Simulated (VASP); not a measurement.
# ZnH (F-43m) in VASP: notebook

Aim: see how the results for ZnH move with the level of theory and the settings. Levels: AM05, PW91. Tasks: band structure.

Everything below comes from runs of VASP 6.6.1. Logs are shortened: lines on timing, memory, paths and dates and some standing lists are left out, and cuts for length are marked.

**1. The structure**

The structure is cubic, space group F-43m (No. 216). The conventional cell has a = 4.432 Å, b = 4.432 Å, c = 4.432 Å, α = 90.00°, β = 90.00°, γ = 90.00°. Around Zn (site symmetry -43m) lie 4 H at 1.92 Å. Around H (site symmetry -43m) lie 4 Zn at 1.92 Å.

The cell was built by a generator and needn't be a form met in nature.

**2. Band structure, AM05**

The input, INCAR:

```
SYSTEM = ZnH
  PREC = Accurate
  ENCUT = 520
  EDIFF = 1E-6
  ISMEAR = -1
  SIGMA = 0.05
  LREAL = .FALSE.
  LASPH = .TRUE.
  NELM = 100
  ALGO = Normal
  ISIF = 2
  LWAVE = .FALSE.
  LCHARG = .FALSE.
  GGA = AM
  NBANDS = 14
```

The input, KPOINTS:

```
regular mesh
0
G
  10 10 10
  0 0 0
```

The input, POSCAR:

```
ZnH
1.0
    0.0000000000      2.2159400000      2.2159400000
    2.2159400000      0.0000000000      2.2159400000
    2.2159400000      2.2159400000      0.0000000000
Zn H
1 1
Direct
    0.0000000000      0.0000000000      0.0000000000
    0.2500000000      0.2500000000      0.2500000000
```

The input, KPOINTS_OPT:

```
path GXWKGLUWLK,UX
20
line-mode
reciprocal
 0.0000000000  0.0000000000  0.0000000000  G
 0.5000000000  0.0000000000  0.5000000000  X

 0.5000000000  0.0000000000  0.5000000000  X
 0.5000000000  0.2500000000  0.7500000000  W

 0.5000000000  0.2500000000  0.7500000000  W
 0.3750000000  0.3750000000  0.7500000000  K

 0.3750000000  0.3750000000  0.7500000000  K
 0.0000000000  0.0000000000  0.0000000000  G

 0.0000000000  0.0000000000  0.0000000000  G
 0.5000000000  0.5000000000  0.5000000000  L

 0.5000000000  0.5000000000  0.5000000000  L
 0.6250000000  0.2500000000  0.6250000000  U

 0.6250000000  0.2500000000  0.6250000000  U
 0.5000000000  0.2500000000  0.7500000000  W

 0.5000000000  0.2500000000  0.7500000000  W
 0.5000000000  0.5000000000  0.5000000000  L

 0.5000000000  0.5000000000  0.5000000000  L
 0.3750000000  0.3750000000  0.7500000000  K

 0.6250000000  0.2500000000  0.6250000000  U
 0.5000000000  0.0000000000  0.5000000000  X
```

Potentials or basis: VASP PAW PBE potentials, release 64 (Zn, H).

Started as:

```
$ cat potpaw_PBE.64/Zn/POTCAR potpaw_PBE.64/H/POTCAR > POTCAR
$ mpirun -np 1 vasp_std > vasp.out
```

OUTCAR:

```text
SYSTEM = ZnH
   PREC = Accurate
   ENCUT = 520
   EDIFF = 1E-6
   ISMEAR = -1
   LREAL = .FALSE.
   LASPH = .TRUE.
   NELM = 100
   ISIF = 2
   GGA = AM

 ion  position               nearest neighbor table
   1  0.000  0.000  0.000-   2 1.92   2 1.92   2 1.92   2 1.92
   2  0.250  0.250  0.250-   1 1.92   1 1.92   1 1.92   1 1.92

  LATTYP: Found a face centered cubic cell.
 ALAT       =     4.4318800000

  Lattice vectors:

 A1 = (   0.0000000000,   2.2159400000,   2.2159400000)
 A2 = (   2.2159400000,   0.0000000000,   2.2159400000)
 A3 = (   2.2159400000,   2.2159400000,   0.0000000000)

Analysis of symmetry for initial positions (statically):
=====================================================================
 Subroutine PRICEL returns:
 Original cell was already a primitive cell.

 Routine SETGRP: Setting up the symmetry group for a
 face centered cubic supercell.

 Subroutine GETGRP returns: Found 24 space group operations
 (whereof 24 operations were pure point group operations)
 out of a pool of 48 trial point group operations.

The static configuration has the point symmetry T_d .

Analysis of symmetry for dynamics (positions and initial velocities):
=====================================================================
 Subroutine PRICEL returns:
 Original cell was already a primitive cell.

 Routine SETGRP: Setting up the symmetry group for a
 face centered cubic supercell.

 Subroutine GETGRP returns: Found 24 space group operations
 (whereof 24 operations were pure point group operations)
 out of a pool of 48 trial point group operations.

The dynamic configuration has the point symmetry T_d .

 Subroutine INISYM returns: Found 24 space group operations
 (whereof 24 operations are pure point group operations),
 and found     1 'primitive' translations

----------------------------------------------------------------------------------------

                                     Primitive cell

  volume of cell :      21.7623

  direct lattice vectors                    reciprocal lattice vectors
     0.000000000  2.215940000  2.215940000    -0.225637878  0.225637878  0.225637878
     2.215940000  0.000000000  2.215940000     0.225637878 -0.225637878  0.225637878
     2.215940000  2.215940000  0.000000000     0.225637878  0.225637878 -0.225637878

  length of vectors
     3.133812401  3.133812401  3.133812401     0.390816269  0.390816269  0.390816269

  position of ions in fractional coordinates (direct lattice)
     0.000000000  0.000000000  0.000000000
     0.250000000  0.250000000  0.250000000

  ion indices of the primitive-cell ions
   primitive index   ion index
                 1           1
                 2           2

----------------------------------------------------------------------------------------

 KPOINTS: regular mesh

Automatic generation of k-mesh.
 Grid dimensions read from file:
 generate k-points for:   10   10   10

 Generating k-lattice:

  Cartesian coordinates                     Fractional coordinates (reciprocal lattice)
    -0.022563788  0.022563788  0.022563788     0.100000000  0.000000000  0.000000000
     0.022563788 -0.022563788  0.022563788     0.000000000  0.100000000  0.000000000
     0.022563788  0.022563788 -0.022563788     0.000000000  0.000000000  0.100000000

  Length of vectors
     0.039081627  0.039081627  0.039081627

  Shift w.r.t. Gamma in fractional coordinates (k-lattice)
     0.000000000  0.000000000  0.000000000

 Subroutine IBZKPT returns following result:
 ===========================================

 Found     47 irreducible k-points:

 Following reciprocal coordinates:
            Coordinates               Weight
  0.000000  0.000000  0.000000      1.000000
  0.100000  0.000000  0.000000      8.000000
  0.200000  0.000000  0.000000      8.000000
  0.300000  0.000000  0.000000      8.000000
  0.400000  0.000000  0.000000      8.000000
  0.500000  0.000000  0.000000      4.000000
[... 16 lines left out ...]
  0.300000  0.300000  0.000000      6.000000
  0.400000  0.300000  0.000000     24.000000
 [... further k-points ...]
   k-points           NKPTS =     47   k-points in BZ     NKDIM =     47   number of bands    NBANDS=     14
   number of dos      NEDOS =    301   number of ions     NIONS =      2
   total plane-waves  NPLWV =  13824
   dimension x,y,z NGX =    24 NGY =   24 NGZ =   24
   dimension x,y,z NGXF=    48 NGYF=   48 NGZF=   48
   ions per type =               1   1
   NGX,Y,Z   is equivalent  to a cutoff of  12.73, 12.73, 12.73 a.u.
   NGXF,Y,Z  is equivalent  to a cutoff of  25.46, 25.46, 25.46 a.u.
 SYSTEM =  ZnH
   PREC   = accura    normal or accurate (medium, high low for compatibility)
   ISTART =      0    job   : 0-new  1-cont  2-samecut
   ICHARG =      2    charge: 1-file 2-atom 10-const
   ISPIN  =      1    spin polarized calculation?
   LNONCOLLINEAR =      F non collinear calculations
   LSORBIT =      F    spin-orbit coupling
   LASPH  =      T    aspherical Exc in radial PAW
   ENCUT  =  520.0 eV  38.22 Ry    6.18 a.u.   5.83  5.83  5.83*2*pi/ulx,y,z
   NELM   =    100;   NELMIN=  2; NELMDL= -5     # of ELM steps
   EDIFF  = 0.1E-05   stopping-criterion for ELM
   LREAL  =      F    real-space projection
   EDIFFG = 0.1E-04   stopping-criterion for IOM
   NSW    =      0    number of steps for IOM
   IBRION =     -1    ionic relax: 0-MD 1-quasi-New 2-CG
   NFREE  =      0    steps in history (QN), initial steepest desc. (CG)
   ISIF   =      2    stress and relaxation
   ISYM   =      2    0-nonsym 1-usesym 2-fastsym
   POTIM  = 0.5000    time-step for ionic-motion
   TEBEG  =    0.0;   TEEND  =   0.0 temperature during run
   PSTRESS=    0.0 pullay stress
   NELECT =      13.0000    total number of electrons
   NUPDOWN=      -1.0000    fix difference up-down
   EMIN   =  10.00;   EMAX   =-10.00  energy-range for DOS
   EFERMI =   0.00;   METHOD = LEGACY
   ISMEAR =    -1;   SIGMA  =   0.05  broadening in eV -4-tet -1-fermi 0-gaus
   EFERMI_NEDOS =   21; number of points for ismear=-14 and -15
   IALGO  =     38    algorithm
   IMIX   =      4    mixing-type and parameters
     AMIX     =   0.40;   BMIX     =  1.00
     AMIX_MAG =   1.60;   BMIX_MAG =  1.00
  volume/ion in A,a.u.               =      10.88        73.43
  Fermi-wavevector in a.u.,A,eV,Ry     =   1.378758  2.605474 25.864305  1.900973
  Thomas-Fermi vector in A             =   2.503790
   LORBIT       =      0    0 simple, 1 ext, 2 COOP (PROOUT), +10 PAW based schemes
   GGA     = AM    functional components
   LHFCALC =     F    Hartree Fock is set to
   AEXX    =    0.0000 exact exchange contribution
   IVDW    =     0    specifies the selected vdW correction
   LEPSILON=     F    determine dielectric tensor
   LRPA    =     F    only Hartree local field effects (RPA)
 non-spin polarized calculation
  energy-cutoff  :      520.00
  volume of cell :       21.76
 maximum number of plane-waves:       600
   NGX = 11   NGY = 11   NGZ = 11

 number of electron      12.9999989 magnetization

 Free energy of the ion-electron system (eV)
  ---------------------------------------------------
  ext. energy  EPLUGINS =         0.00000000
  ---------------------------------------------------
  free energy    TOTEN  =        -3.69398213 eV

  energy without entropy =       -3.68717652  energy(sigma->0) =       -3.69057932

 E-fermi :   1.9800     XC(G=0): -10.5757

 val. band max:        1.8813144200   @ k =   0.5000   0.4000   0.0000
 cond. band min:       1.9888520377   @ k =  -0.3000   0.5000   0.2000
 fundamental gap:      0.1075376177
 Fermi energy:         1.9799949466

 k-point     1 :       0.0000    0.0000    0.0000
  band No.  band energies     occupation
      1      -8.7883      2.00000
      2      -5.5578      2.00000
      3      -5.5578      2.00000
      4      -5.5578      2.00000
      5      -5.3087      2.00000
      6      -5.3087      2.00000
      7       8.4342      0.00000
      8      14.7664      0.00000
      9      14.7664      0.00000
     10      14.7664      0.00000
     11      16.8597      0.00000
     12      16.8597      0.00000
     13      16.8597      0.00000
     14      21.0200      0.00000

 k-point     2 :       0.1000    0.0000    0.0000
  band No.  band energies     occupation
      1      -8.5812      2.00000
      2      -5.5702      2.00000
      3      -5.5393      2.00000
      4      -5.5393      2.00000
      5      -5.3124      2.00000
      6      -5.3124      2.00000
      7       7.9302      0.00000
      8      12.5479      0.00000
      9      14.0921      0.00000
     10      14.0921      0.00000
     11      17.8078      0.00000
     12      17.8078      0.00000
     13      18.9996      0.00000
     14      20.7682      0.00000

 k-point     3 :       0.2000    0.0000    0.0000
  band No.  band energies     occupation
      1      -8.0002      2.00000
      2      -5.5571      2.00000
      3      -5.5064      2.00000
      4      -5.5064      2.00000
      5      -5.3056      2.00000
      6      -5.3056      2.00000
      7       6.0233      0.00000
      8      10.9418      0.00000
      9      13.1873      0.00000
     10      13.1873      0.00000
     11      18.4908      0.00000
     12      18.4908      0.00000
     13      19.0601      0.00000
     14      20.9026      0.00000
[... 324 lines left out ...]
 k-point    23 :       0.3000    0.3000    0.0000
  band No.  band energies     occupation
      1      -6.7969      2.00000
      2      -5.7168      2.00000
      3      -5.3037      2.00000
      4      -5.3037      2.00000
      5      -5.2132      2.00000
      6      -5.1146      2.00000
      7       5.1111      0.00000
      8       8.7688      0.00000
      9       8.7688      0.00000
     10       9.3809      0.00000
     11      12.3187      0.00000
     12      22.7420      0.00000
     13      25.6493      0.00000
     14      25.6493      0.00000

 k-point    24 :       0.4000    0.3000    0.0000
  band No.  band energies     occupation
      1      -6.5258      2.00000
      2      -5.7259      2.00000
      3      -5.3322      2.00000
      4      -5.2782      2.00000
      5      -5.1755      2.00000
      6      -4.3825      2.00000
      7       3.7372      0.00000
      8       6.5422      0.00000
      9       8.3056      0.00000
     10       9.5836      0.00000
     11      13.0085      0.00000
     12      22.6290      0.00000
     13      24.6802      0.00000
     14      27.3006      0.00000

 [... further k-points ...]

------------------------ aborting loop because EDIFF is reached ----------------------------------------

  FORCE on cell =-STRESS in cart. coord.  units (eV):
  Direction    XX          YY          ZZ          XY          YZ          ZX
  --------------------------------------------------------------------------------------
  -------------------------------------------------------------------------------------
  Total       -0.4019826     -0.4019826     -0.4019826     -0.0000000     -0.0000000      0.0000000
  in kB      -29.5946945    -29.5946945    -29.5946945     -0.0000000     -0.0000000      0.0000000
  external PRESSURE =     -29.5946945 kB  Pullay stress =       0.0000000 kB

 VOLUME and BASIS-vectors are now :
 -----------------------------------------------------------------------------
  energy-cutoff  :      520.00
  volume of cell :       21.76
      direct lattice vectors                 reciprocal lattice vectors
     0.000000000  2.215940000  2.215940000    -0.225637878  0.225637878  0.225637878
     2.215940000  0.000000000  2.215940000     0.225637878 -0.225637878  0.225637878
     2.215940000  2.215940000  0.000000000     0.225637878  0.225637878 -0.225637878

 POSITION                                       TOTAL-FORCE (eV/Angst)
 -----------------------------------------------------------------------------------
      0.00000      0.00000      0.00000        -0.000000     -0.000000      0.000000
      1.10797      1.10797      1.10797         0.000000      0.000000     -0.000000
 -----------------------------------------------------------------------------------
    total drift:                               -0.000001     -0.000001     -0.000001

  FREE ENERGIE OF THE ION-ELECTRON SYSTEM (eV)
  ---------------------------------------------------
  free  energy   TOTEN  =        -3.6939821255 eV

  energy  without entropy=       -3.6871765218  energy(sigma->0) =       -3.69057932
```

Wall time 11 s (1 thread of Intel Xeon 6975P-C (Granite Rapids), shared host); peak memory 0.16 GiB.

Results:

- Free energy: -3.6940 eV
- Pressure: -3.0 GPa
- Band gap along the path: none (metal or under the smearing width)

Levels at the corners of the path, in eV from the Fermi level:
| point | band 4 | band 5 | band 6 | band 7 | band 8 | band 9 | band 10 | band 11 |
| --- | --- | --- | --- | --- | --- | --- | --- | --- |
| Γ | -7.54 | -7.29 | -7.29 | 6.45 | 12.79 | 12.79 | 12.79 | 14.88 |
| X | -7.13 | -7.13 | -4.70 | -0.60 | 5.32 | 5.32 | 5.42 | 9.17 |
| X | -7.13 | -7.13 | -4.70 | -0.60 | 5.32 | 5.32 | 5.42 | 9.17 |
| W | -7.27 | -7.13 | -3.69 | 0.12 | 1.09 | 2.33 | 12.81 | 15.70 |
| W | -7.27 | -7.13 | -3.69 | 0.12 | 1.09 | 2.33 | 12.81 | 15.70 |
| K | -7.23 | -7.18 | -4.05 | -0.42 | 0.80 | 6.42 | 7.74 | 14.82 |
| K | -7.23 | -7.18 | -4.05 | -0.42 | 0.80 | 6.42 | 7.74 | 14.82 |
| Γ | -7.54 | -7.29 | -7.29 | 6.45 | 12.79 | 12.79 | 12.79 | 14.88 |
| Γ | -7.54 | -7.29 | -7.29 | 6.45 | 12.79 | 12.79 | 12.79 | 14.88 |
| L | -7.15 | -7.15 | -5.42 | -2.78 | 8.25 | 10.07 | 10.07 | 14.05 |
| L | -7.15 | -7.15 | -5.42 | -2.78 | 8.25 | 10.07 | 10.07 | 14.05 |
| U | -7.23 | -7.18 | -4.05 | -0.42 | 0.80 | 6.42 | 7.74 | 14.82 |
| U | -7.23 | -7.18 | -4.05 | -0.42 | 0.80 | 6.42 | 7.74 | 14.82 |
| W | -7.27 | -7.13 | -3.69 | 0.12 | 1.09 | 2.33 | 12.81 | 15.70 |
| W | -7.27 | -7.13 | -3.69 | 0.12 | 1.09 | 2.33 | 12.81 | 15.70 |
| L | -7.15 | -7.15 | -5.42 | -2.78 | 8.25 | 10.07 | 10.07 | 14.05 |
| L | -7.15 | -7.15 | -5.42 | -2.78 | 8.25 | 10.07 | 10.07 | 14.05 |
| K | -7.23 | -7.18 | -4.05 | -0.42 | 0.80 | 6.42 | 7.74 | 14.82 |
| U | -7.23 | -7.18 | -4.05 | -0.42 | 0.80 | 6.42 | 7.74 | 14.82 |
| X | -7.13 | -7.13 | -4.70 | -0.60 | 5.32 | 5.32 | 5.42 | 9.17 |

Caveat: the PAW data sets were made with another functional, which shifts forces and pressure a little.

**3. Band structure, PW91**

INCAR, as its differences from that of step 2:

```diff
@@ -13,3 +13,3 @@
   LCHARG = .FALSE.
-  GGA = AM
+  GGA = 91
   NBANDS = 14
```

KPOINTS is that of step 2.

POSCAR is that of step 2.

KPOINTS_OPT is that of step 2.

Potentials or basis: VASP PAW PBE potentials, release 64 (Zn, H).

Started as:

```
$ cat potpaw_PBE.64/Zn/POTCAR potpaw_PBE.64/H/POTCAR > POTCAR
$ mpirun -np 1 vasp_std > vasp.out
```

Wall time 10 s (1 thread of Intel Xeon 6975P-C (Granite Rapids), shared host); peak memory 0.16 GiB.

Results (log left out):

| Quantity | Value |
| --- | --- |
| Free energy | -3.5905 eV |
| Pressure | 0.4 GPa |
| Band gap along the path | none (metal or under the smearing width) |

Levels at the corners of the path, in eV from the Fermi level:
| point | band 5 | band 6 | band 7 | band 8 | band 9 | band 10 |
| --- | --- | --- | --- | --- | --- | --- |
| Γ | -7.32 | -7.32 | 6.27 | 12.78 | 12.78 | 12.78 |
| X | -7.16 | -4.76 | -0.58 | 5.37 | 5.37 | 5.42 |
| X | -7.16 | -4.76 | -0.58 | 5.37 | 5.37 | 5.42 |
| W | -7.15 | -3.79 | 0.11 | 1.17 | 2.45 | 12.72 |
| W | -7.15 | -3.79 | 0.11 | 1.17 | 2.45 | 12.72 |
| K | -7.21 | -4.14 | -0.41 | 0.88 | 6.46 | 7.79 |
| K | -7.21 | -4.14 | -0.41 | 0.88 | 6.46 | 7.79 |
| Γ | -7.32 | -7.32 | 6.27 | 12.78 | 12.78 | 12.78 |
| Γ | -7.32 | -7.32 | 6.27 | 12.78 | 12.78 | 12.78 |
| L | -7.18 | -5.46 | -2.73 | 8.16 | 10.08 | 10.08 |
| L | -7.18 | -5.46 | -2.73 | 8.16 | 10.08 | 10.08 |
| U | -7.21 | -4.14 | -0.41 | 0.88 | 6.46 | 7.79 |
| U | -7.21 | -4.14 | -0.41 | 0.88 | 6.46 | 7.79 |
| W | -7.15 | -3.79 | 0.11 | 1.17 | 2.45 | 12.72 |
| W | -7.15 | -3.79 | 0.11 | 1.17 | 2.45 | 12.72 |
| L | -7.18 | -5.46 | -2.73 | 8.16 | 10.08 | 10.08 |
| L | -7.18 | -5.46 | -2.73 | 8.16 | 10.08 | 10.08 |
| K | -7.21 | -4.14 | -0.41 | 0.88 | 6.46 | 7.79 |
| U | -7.21 | -4.14 | -0.41 | 0.88 | 6.46 | 7.79 |
| X | -7.16 | -4.76 | -0.58 | 5.37 | 5.37 | 5.42 |

Caveat: the PAW data sets were made with another functional, which shifts forces and pressure a little.

**4. The reference run**

An earlier run on the cell as given: functional PBE; potentials or basis VASP PAW PBE potentials, release 64 (Zn, H); cutoff 520 eV; k mesh 10 × 10 × 10; occupations fermi-dirac, width 0.05 eV; no spin polarisation.

* Pressure: 0.3 GPa
* Band gap on the k mesh: none (metal or under the smearing width)

**5. The runs side by side**

| task | level | pressure (GPa) |
| --- | --- | --- |
| band structure | AM05 | -3.0 |
| band structure | PW91 | 0.4 |
| single point | PBE | 0.3 |

Alike in all rows: potentials or basis VASP PAW PBE potentials, release 64 (Zn, H); no spin polarisation; cell as given; k mesh 10 × 10 × 10; cutoff (eV) 520; smearing fermi-dirac 0.05 eV.

The pressure there spans -3.0 GPa (AM05) to 0.4 GPa (PW91); a positive pressure means that this level wants a larger cell, a negative one a smaller.

Caveats: the PAW data sets were made with another functional, which shifts forces and pressure a little (some runs).

Total energies depend on the potentials used, so only differences within one code and one set of settings carry meaning.
